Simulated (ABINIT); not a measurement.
# V: single point with PBE

Crystal: V.

```
V
1.0
     2.60429    0.00000    0.00000
    -1.30215    2.25538    0.00000
     0.00000    0.00000    4.72334
V
2
Direct
  0.33333 0.66667 0.25000
  0.66667 0.33333 0.75000
```

This isn't the form of V at room conditions, which is bcc.

* Program: ABINIT 10.8.3 (patched build)
* Task: single point
* Functional: PBE
* Potentials or basis: JTH PAW PBE v2.0
* Cutoff: 408 eV
* k mesh: 12 × 12 × 6
* Occupations: fermi-dirac, width 0.05 eV
* Spin: collinear spin, ferromagnetic start
* Starting moments: [5.0, 5.0] μB

```yaml
Pressure: 0.0 GPa
Band_gap_on_the_k_mesh: none (metal or under the smearing width)
Net_moment: 0.00 μB per cell
Valence_electrons_inside_the_program's_atomic_spheres: V 11.23 (radii [1.1698] Å)
```

Stress tensor (GPa, compression positive):
```
 0.40  0.00  0.00
 0.00  0.40  0.00
 0.00  0.00 -0.81
```

Levels at points of the mesh, in eV from the Fermi level:
Spin up:
```csv
k point,band 10,band 11,band 12,band 13,band 14,band 15,band 16,band 17
"(0.00, 0.00, 0.00)",-3.43,-0.58,-0.24,0.33,0.33,0.64,0.64,1.83
"(0.50, 0.00, 0.00)",-2.84,-2.69,-0.36,-0.19,0.30,0.62,2.96,3.51
"(0.00, 0.00, 0.50)",-5.09,-1.02,-1.02,0.37,0.37,0.37,0.37,2.50
"(0.50, 0.00, 0.50)",-3.24,-1.79,-1.79,1.62,1.62,1.65,1.65,3.57
```
Spin down:
```
           k point  band 9  band 10  band 11  band 12  band 13  band 14  band 15  band 16  band 17  band 18
(0.00, 0.00, 0.00)   -6.86    -3.43    -0.58    -0.24     0.33     0.33     0.64     0.64     1.83     1.83
(0.50, 0.00, 0.00)   -2.92    -2.84    -2.69    -0.36    -0.19     0.30     0.62     2.96     3.51     3.62
(0.00, 0.00, 0.50)   -5.09    -5.09    -1.02    -1.02     0.37     0.37     0.37     0.37     2.50     2.50
(0.50, 0.00, 0.50)   -3.24    -3.24    -1.79    -1.79     1.62     1.62     1.65     1.65     3.59     3.64
```

It took 47 s on 1 thread of Arm Neoverse V2, with other jobs on the host, peak memory 0.16 GiB.
